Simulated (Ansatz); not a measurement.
## FeSi2: zone-centre modes under pressure

FeSi2, P4/mmm, a = 2.679 Å, c = 5.105 Å. The structure is a COD entry; whether it is the stable form wasn't checked. Ansatz: PBEsol, PAW, 420 eV, Γ-centred 16×16×8 mesh on 3 atoms, Fermi-Dirac smearing 0.15 eV; no spin polarisation. Cell and atoms are relaxed at each pressure with the symmetry kept; optical modes at Γ by linear response, in cm⁻¹, matched by rank (the highest 3 distinct ones).

```tsv
P (GPa)	V (Å³/atom)	ω1	ω2	ω3
0	12.216	292.0	362.8	552.6
3	12.034	?	?	?
10	11.657	318.6	388.9	592.6
```

Problem. Get each mode's Grüneisen parameter γ = −d ln ω/d ln V from the other rows and predict the missing frequencies.

Solution. ln(V/V0) = 0.0000, -0.0150, -0.0468; a line through ln(ω/ω0) of the 2 known rows gives ω1: γ = 1.863, predicted 300.3, computed 300.5; ω2: γ = 1.484, predicted 371.0, computed 371.1; ω3: γ = 1.493, predicted 565.1, computed 565.3. The worst miss is 0.1 %, or 3 % of the shift under pressure, so a constant γ serves at that level. In a metal these frequencies hang on the mesh and smearing.

Spin polarisation was left out, and a magnetic state may lie lower.